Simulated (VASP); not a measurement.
# BN (F-43m) in VASP: notebook

One crystal, BN, is run at these levels: PBEsol, r2SCAN; tasks: single point.

Everything below comes from runs of VASP 6.6.1. Logs are shortened: lines on timing, memory, paths and dates and some standing lists are left out, and cuts for length are marked.

**The experiment to reproduce.**

From a printed reference work, monograph, for a bulk crystal of BN at 300 K: band gap 6.4 eV (indirect).

The runs below are set against these values where they give the same quantity.

## Step 1: The crystal as given

It takes space group F-43m (No. 216, cubic). Conventional cell: a = 3.607 Å, b = 3.607 Å, c = 3.607 Å, α = 90.00°, β = 90.00°, γ = 90.00°. B (site symmetry -43m) is surrounded by 4 N at 1.56 Å. Around N (site symmetry -43m) lie 4 B at 1.56 Å.

The cell is a database's computed one.

## Step 2: Single point, PBEsol

The input, INCAR:

```
PREC     = Accurate       # precision mode
ENCUT    = 900            # plane-wave cutoff, eV
EDIFF    = 1E-7           # SCF threshold, eV
ISMEAR   = 0              # smearing method
SIGMA    = 0.02           # smearing width, eV
LREAL    = F              # projectors in reciprocal space
LASPH    = T              # aspherical terms in the spheres
NELM     = 80             # most SCF steps
ALGO     = Normal         # electronic algorithm
ISIF     = 2              # what is computed and relaxed
LWAVE    = F              # write WAVECAR
LCHARG   = T              # write CHGCAR
GGA      = PS             # functional
LELF     = T              # ELF
LVHAR    = T            
NBANDS   = 11             # bands
```

The input, KPOINTS:

```
Automatic mesh
0
Gamma
  12 12 12
```

The input, POSCAR:

```
BN
1.0
    0.0000000000      1.8033400000      1.8033400000
    1.8033400000      0.0000000000      1.8033400000
    1.8033400000      1.8033400000      0.0000000000
B N
1 1
Direct
    0.0000000000      0.0000000000      0.0000000000
    0.2500000000      0.2500000000      0.2500000000
```

Potentials or basis: VASP PAW PBE potentials, release 64 (B_h, N_h).

On the command line:

```console
$ cat potpaw_PBE.64/B_h/POTCAR potpaw_PBE.64/N_h/POTCAR > POTCAR
$ mpirun -np 1 vasp_std > vasp.out
```

OUTCAR:

```text
PREC = Accurate
   ENCUT = 900
   EDIFF = 1E-7
   ISMEAR = 0
   LREAL = F
   LASPH = T
   NELM = 80
   ISIF = 2
   GGA = PS

 ion  position               nearest neighbor table
   1  0.000  0.000  0.000-
   2  0.250  0.250  0.250-

  LATTYP: Found a face centered cubic cell.
 ALAT       =     3.6066800000

  Lattice vectors:

 A1 = (   0.0000000000,   1.8033400000,   1.8033400000)
 A2 = (   1.8033400000,   0.0000000000,   1.8033400000)
 A3 = (   1.8033400000,   1.8033400000,   0.0000000000)

Analysis of symmetry for initial positions (statically):
=====================================================================
 Subroutine PRICEL returns:
 Original cell was already a primitive cell.

 Routine SETGRP: Setting up the symmetry group for a
 face centered cubic supercell.

 Subroutine GETGRP returns: Found 24 space group operations
 (whereof 24 operations were pure point group operations)
 out of a pool of 48 trial point group operations.

The static configuration has the point symmetry T_d .

Analysis of symmetry for dynamics (positions and initial velocities):
=====================================================================
 Subroutine PRICEL returns:
 Original cell was already a primitive cell.

 Routine SETGRP: Setting up the symmetry group for a
 face centered cubic supercell.

 Subroutine GETGRP returns: Found 24 space group operations
 (whereof 24 operations were pure point group operations)
 out of a pool of 48 trial point group operations.

The dynamic configuration has the point symmetry T_d .

 Subroutine INISYM returns: Found 24 space group operations
 (whereof 24 operations are pure point group operations),
 and found     1 'primitive' translations

----------------------------------------------------------------------------------------

                                     Primitive cell

  volume of cell :      11.7291

  direct lattice vectors                    reciprocal lattice vectors
     0.000000000  1.803340000  1.803340000    -0.277263300  0.277263300  0.277263300
     1.803340000  0.000000000  1.803340000     0.277263300 -0.277263300  0.277263300
     1.803340000  1.803340000  0.000000000     0.277263300  0.277263300 -0.277263300

  length of vectors
     2.550307886  2.550307886  2.550307886     0.480234123  0.480234123  0.480234123

  position of ions in fractional coordinates (direct lattice)
     0.000000000  0.000000000  0.000000000
     0.250000000  0.250000000  0.250000000

  ion indices of the primitive-cell ions
   primitive index   ion index
                 1           1
                 2           2

----------------------------------------------------------------------------------------

 KPOINTS: Automatic mesh

Automatic generation of k-mesh.
 Grid dimensions read from file:
 generate k-points for:   12   12   12

 Generating k-lattice:

  Cartesian coordinates                     Fractional coordinates (reciprocal lattice)
    -0.023105275  0.023105275  0.023105275     0.083333333  0.000000000  0.000000000
     0.023105275 -0.023105275  0.023105275     0.000000000  0.083333333  0.000000000
     0.023105275  0.023105275 -0.023105275     0.000000000  0.000000000  0.083333333

  Length of vectors
     0.040019510  0.040019510  0.040019510

  Shift w.r.t. Gamma in fractional coordinates (k-lattice)
     0.000000000  0.000000000  0.000000000

 Subroutine IBZKPT returns following result:
 ===========================================

 Found     72 irreducible k-points:

 Following reciprocal coordinates:
            Coordinates               Weight
  0.000000  0.000000  0.000000      1.000000
  0.083333  0.000000  0.000000      8.000000
  0.166667  0.000000  0.000000      8.000000
  0.250000  0.000000  0.000000      8.000000
  0.333333  0.000000  0.000000      8.000000
  0.416667  0.000000  0.000000      8.000000
[... 16 lines left out ...]
  0.500000  0.166667  0.000000     24.000000
 -0.416667  0.166667  0.000000     24.000000
 [... further k-points ...]
   k-points           NKPTS =     72   k-points in BZ     NKDIM =     72   number of bands    NBANDS=     11
   number of dos      NEDOS =    301   number of ions     NIONS =      2
   total plane-waves  NPLWV =  21952
   dimension x,y,z NGX =    28 NGY =   28 NGZ =   28
   dimension x,y,z NGXF=    56 NGYF=   56 NGZF=   56
   ions per type =               1   1
   NGX,Y,Z   is equivalent  to a cutoff of  18.25, 18.25, 18.25 a.u.
   NGXF,Y,Z  is equivalent  to a cutoff of  36.50, 36.50, 36.50 a.u.
 SYSTEM =  unknown system
   PREC   = accura    normal or accurate (medium, high low for compatibility)
   ISTART =      0    job   : 0-new  1-cont  2-samecut
   ICHARG =      2    charge: 1-file 2-atom 10-const
   ISPIN  =      1    spin polarized calculation?
   LNONCOLLINEAR =      F non collinear calculations
   LSORBIT =      F    spin-orbit coupling
   LASPH  =      T    aspherical Exc in radial PAW
   ENCUT  =  900.0 eV  66.15 Ry    8.13 a.u.   6.24  6.24  6.24*2*pi/ulx,y,z
   NELM   =     80;   NELMIN=  2; NELMDL= -5     # of ELM steps
   EDIFF  = 0.1E-06   stopping-criterion for ELM
   LREAL  =      F    real-space projection
   EDIFFG = 0.1E-05   stopping-criterion for IOM
   NSW    =      0    number of steps for IOM
   IBRION =     -1    ionic relax: 0-MD 1-quasi-New 2-CG
   NFREE  =      0    steps in history (QN), initial steepest desc. (CG)
   ISIF   =      2    stress and relaxation
   ISYM   =      2    0-nonsym 1-usesym 2-fastsym
   POTIM  = 0.5000    time-step for ionic-motion
   TEBEG  =    0.0;   TEEND  =   0.0 temperature during run
   PSTRESS=    0.0 pullay stress
   NELECT =       8.0000    total number of electrons
   NUPDOWN=      -1.0000    fix difference up-down
   EMIN   =  10.00;   EMAX   =-10.00  energy-range for DOS
   EFERMI =   0.00;   METHOD = LEGACY
   ISMEAR =     0;   SIGMA  =   0.02  broadening in eV -4-tet -1-fermi 0-gaus
   EFERMI_NEDOS =   21; number of points for ismear=-14 and -15
   IALGO  =     38    algorithm
   IMIX   =      4    mixing-type and parameters
     AMIX     =   0.40;   BMIX     =  1.00
     AMIX_MAG =   1.60;   BMIX_MAG =  1.00
  volume/ion in A,a.u.               =       5.86        39.58
  Fermi-wavevector in a.u.,A,eV,Ry     =   1.441066  2.723220 28.254828  2.076671
  Thomas-Fermi vector in A             =   2.559740
   LORBIT       =      0    0 simple, 1 ext, 2 COOP (PROOUT), +10 PAW based schemes
   GGA     = PS    functional components
   LHFCALC =     F    Hartree Fock is set to
   AEXX    =    0.0000 exact exchange contribution
   IVDW    =     0    specifies the selected vdW correction
   LEPSILON=     F    determine dielectric tensor
   LRPA    =     F    only Hartree local field effects (RPA)
 non-spin polarized calculation
 Gauss-broadening in eV      SIGMA  =   0.02
  energy-cutoff  :      900.00
  volume of cell :       11.73
 maximum number of plane-waves:       745
 NGX is ok and might be reduce to    28
   NGX = 13   NGY = 13   NGZ = 13

 number of electron       8.0000000 magnetization

 Free energy of the ion-electron system (eV)
  ---------------------------------------------------
  ext. energy  EPLUGINS =         0.00000000
  ---------------------------------------------------
  free energy    TOTEN  =       -18.37113854 eV

  energy without entropy =      -18.37113854  energy(sigma->0) =      -18.37113854

 E-fermi :   9.3679     XC(G=0): -13.1821

 val. band max:        9.1590170971   @ k =   0.0000   0.0000   0.0000
 cond. band min:      13.4496919547   @ k =   0.5000   0.5000   0.0000
 fundamental gap:      4.2906748576
 Fermi energy:         9.3678563002

 k-point     1 :       0.0000    0.0000    0.0000
  band No.  band energies     occupation
      1     -11.1725      2.00000
      2       9.1590      2.00000
      3       9.1590      2.00000
      4       9.1590      2.00000
      5      17.9608      0.00000
      6      17.9608      0.00000
      7      17.9608      0.00000
      8      19.5471      0.00000
      9      33.8045      0.00000
     10      36.8909      0.00000
     11      36.8909      0.00000

 k-point     2 :       0.0833    0.0000    0.0000
  band No.  band energies     occupation
      1     -11.0017      2.00000
      2       8.2363      2.00000
      3       8.9756      2.00000
      4       8.9756      2.00000
      5      18.1716      0.00000
      6      18.2386      0.00000
      7      18.2386      0.00000
      8      20.1154      0.00000
      9      33.5563      0.00000
     10      34.5970      0.00000
     11      34.5970      0.00000

 k-point     3 :       0.1667    0.0000    0.0000
  band No.  band energies     occupation
      1     -10.4952      2.00000
      2       6.1139      2.00000
      3       8.5301      2.00000
      4       8.5301      2.00000
      5      18.4975      0.00000
      6      18.8813      0.00000
      7      18.8813      0.00000
      8      21.4374      0.00000
      9      32.9445      0.00000
     10      33.0292      0.00000
     11      33.0292      0.00000

 k-point     4 :       0.2500    0.0000    0.0000
  band No.  band energies     occupation
      1      -9.6757      2.00000
      2       3.6201      2.00000
      3       8.0169      2.00000
      4       8.0169      2.00000
      5      18.8164      0.00000
      6      19.4880      0.00000
      7      19.4880      0.00000
      8      22.7384      0.00000
      9      32.3933      0.00000
     10      32.6301      0.00000
     11      32.6301      0.00000
[... 239 lines left out ...]
 k-point    22 :       0.4167    0.1667    0.0000
  band No.  band energies     occupation
      1      -7.6916      2.00000
      2       0.8907      2.00000
      3       5.9923      2.00000
      4       6.1625      2.00000
      5      17.5829      0.00000
      6      21.6022      0.00000
      7      22.0457      0.00000
      8      22.8947      0.00000
      9      29.4345      0.00000
     10      35.3935      0.00000
     11      37.5024      0.00000

 k-point    23 :       0.5000    0.1667    0.0000
  band No.  band energies     occupation
      1      -6.6953      2.00000
      2      -0.7014      2.00000
      3       5.3979      2.00000
      4       6.2382      2.00000
      5      17.9280      0.00000
      6      21.5361      0.00000
      7      21.7913      0.00000
      8      24.2225      0.00000
      9      29.8032      0.00000
     10      35.5886      0.00000
     11      36.7041      0.00000

 k-point    24 :      -0.4167    0.1667    0.0000
  band No.  band energies     occupation
      1      -6.5023      2.00000
      2      -0.9794      2.00000
      3       4.9887      2.00000
      4       6.5589      2.00000
      5      18.3824      0.00000
      6      21.3877      0.00000
      7      21.3921      0.00000
      8      24.8561      0.00000
      9      30.0903      0.00000
     10      34.4155      0.00000
     11      35.8518      0.00000

 [... further k-points ...]

------------------------ aborting loop because EDIFF is reached ----------------------------------------

  FORCE on cell =-STRESS in cart. coord.  units (eV):
  Direction    XX          YY          ZZ          XY          YZ          ZX
  --------------------------------------------------------------------------------------
  -------------------------------------------------------------------------------------
  Total       -0.0489352     -0.0489352     -0.0489352      0.0000000      0.0000000      0.0000000
  in kB       -6.6845095     -6.6845095     -6.6845095      0.0000000      0.0000000      0.0000000
  external PRESSURE =      -6.6845095 kB  Pullay stress =       0.0000000 kB

 VOLUME and BASIS-vectors are now :
 -----------------------------------------------------------------------------
  energy-cutoff  :      900.00
  volume of cell :       11.73
      direct lattice vectors                 reciprocal lattice vectors
     0.000000000  1.803340000  1.803340000    -0.277263300  0.277263300  0.277263300
     1.803340000  0.000000000  1.803340000     0.277263300 -0.277263300  0.277263300
     1.803340000  1.803340000  0.000000000     0.277263300  0.277263300 -0.277263300

 POSITION                                       TOTAL-FORCE (eV/Angst)
 -----------------------------------------------------------------------------------
      0.00000      0.00000      0.00000         0.000000      0.000000      0.000000
      0.90167      0.90167      0.90167        -0.000000     -0.000000     -0.000000
 -----------------------------------------------------------------------------------
    total drift:                               -0.000000     -0.000000     -0.000000

  FREE ENERGIE OF THE ION-ELECTRON SYSTEM (eV)
  ---------------------------------------------------
  free  energy   TOTEN  =       -18.3711385421 eV

  energy  without entropy=      -18.3711385421  energy(sigma->0) =      -18.37113854
```

It took 10 s on 1 thread of Intel Xeon 6975P-C (Granite Rapids), shared host; peak memory 0.15 GiB.

What came out:

* Free energy: -18.3711 eV
* Pressure: -0.7 GPa
* Band gap on the k mesh: 4.29 eV, indirect (least direct gap 8.80 eV)

Caveat: the cutoff is under 1.25 times the usual one of these potentials, so pressure, stress and relaxed cells hold a basis-set (Pulay) error; the PAW data sets were made with another functional, which shifts forces and pressure a little.

## Step 3: Single point, r2SCAN

INCAR: that of step 2 with these lines changed.

```diff
@@ -1,3 +1,3 @@
 PREC     = Accurate       # precision mode
-ENCUT    = 900            # plane-wave cutoff, eV
+ENCUT    = 520            # plane-wave cutoff, eV
 EDIFF    = 1E-7           # SCF threshold, eV
@@ -12,3 +12,4 @@
 LCHARG   = T              # write CHGCAR
-GGA      = PS             # functional
+METAGGA  = R2SCAN         # meta-GGA
+LMIXTAU  = T            
 LELF     = T              # ELF
```

KPOINTS is that of step 2.

POSCAR is that of step 2.

Potentials or basis: VASP PAW PBE potentials, release 64 (B, N).

On the command line:

```console
$ cat potpaw_PBE.64/B/POTCAR potpaw_PBE.64/N/POTCAR > POTCAR
$ mpirun -np 1 vasp_std > vasp.out
```

Run time: 22 s. Hardware: 1 thread of Intel Xeon 6975P-C (Granite Rapids), shared host; peak memory 0.12 GiB.

It converged, with:

```
Free energy            : -19.1712 eV
Pressure               : 2.1 GPa
Band gap on the k mesh : 4.98 eV, indirect (least direct gap 9.56 eV)
```

Levels at points of the mesh, in eV from the valence-band top:
```csv
k point,band 2,band 3,band 4,band 5,band 6,band 7
"(0.00, 0.00, 0.00)",0.00,0.00,0.00,9.56,9.56,9.56
"(0.50, 0.00, 0.00)",-11.15,-2.03,-2.03,10.88,11.51,11.51
"(0.50, 0.50, 0.00)",-9.37,-5.13,-5.13,4.98,9.86,19.37
```

Caveat: the PAW data sets were made with another functional, which shifts forces and pressure a little.

## Step 4: How close it comes

Step 2. Measured gap of BN: 6.4 eV (indirect; 300 K; a printed reference work, monograph). This calculation gives 4.29 eV (-2.11 eV). The value is that of PBEsol on a finite k mesh, which can miss the band edges, without temperature or zero-point motion. Semilocal functionals fall short of measured gaps as a rule. The cell is a database's relaxed one, not the measured one, which moves gaps too.

Step 3. A measured gap of BN is 6.4 eV (indirect; 300 K; a printed reference work, monograph); the calculated 4.98 eV misses it by -1.42 eV. The value is that of r2SCAN on a finite k mesh, which can miss the band edges, without temperature or zero-point motion. The cell is a database's relaxed one, not the measured one, which moves gaps too.
